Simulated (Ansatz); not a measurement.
## Co (Fm-3m): ferro- and antiferromagnetic starts

The geometry is a structure as deposited in COD, repeated to hold the magnetic orders, held fixed and not relaxed.

Common settings: PBE, 17×17×17 k mesh, Fermi–Dirac smearing of 0.08 eV. PAW means Ansatz 0.2.0 on its default frozen-core files; LAPW is all-electron LAPW in Ansatz 0.2.0. Site moments are integrated in spheres about the atoms, whose radii differ between the methods.

The first input and its command:

```yaml
crystal:
  lattice:
    - [0.0, 1.7721, 1.7721]
    - [-1.7721, 1.7721, 0.0]
    - [-1.7721, -1.7721, 3.5442]
  atoms:
    - { symbol: Co, position: [0.0, 0.0, 0.0], spin: 2.0 }
    - { symbol: Co, position: [0.0, 0.5, 0.5], spin: 2.0 }
magnetization:
  spin_polarized: true
kpoints:
  mp_grid: { grid: [17, 17, 17] }
scf:
  occupations: { method: fermi_dirac, width: 0.08 }
  lower_state_search: "off"
hamiltonian:
  xc: pbe
  pseudopotentials: { kind: paw }
output:
  forces: true
  stress: true
  eigenvalues: true
  populations: true
```

Command: `ansatz run input.yaml --threads 1 --pin off --max-ram 3072MiB --backend cpu --events-out ev --progress --plain --runs-dir out`

The input for «start Co1↑ Co2↓» by LAPW differs from it in these lines, output keys apart:

```diff
-    - { symbol: Co, position: [0.0, 0.5, 0.5], spin: 2.0 }
+    - { symbol: Co, position: [0.0, 0.5, 0.5], spin: -2.0 }
-  pseudopotentials: { kind: paw }
+  pseudopotentials: { kind: all_electron, lapw: { basis_error: 0.001 } }
```

Energies count from the run that starts all moments parallel. Patterns list the atoms that start with 0.5 μB or more.

```csv
start,ΔF PAW (meV/atom),ΔF LAPW (meV/atom),"largest moment, PAW (μB)","M, PAW (μB/cell)","order at the end, PAW","P, PAW (GPa)"
"Co1↑, Co2↑",0.0,0.0,?,3.34,kept,-3.7
"Co1↑, Co2↓",+201.3,+201.9,1.05,0.00,kept,-10.3
no spin polarisation,?,–,0.00,0.00,–,-15.9
```

Q: Give the missing entry: row "Co1↑, Co2↑", column "largest moment, PAW (μB)".

A: 1.74.

Q: Give the missing entry: row "no spin polarisation", column "ΔF PAW (meV/atom)".

A: +211.1.

The lowest of these ends as follows. Site moments (μB): Co1 1.74, Co2 1.74. Cell moment 3.34 μB. Orders of other supercells weren't tried and can lie lower.

This cell lies far from its zero-pressure volume, so the numbers describe the cell as given rather than the relaxed compound. The Ansatz runs typed with the search for lower states off end where their start leads. These are results for the start and cell typed. The real compound can order otherwise, in a larger cell, or not at all, since semilocal functionals at zero temperature often overstate magnetism.
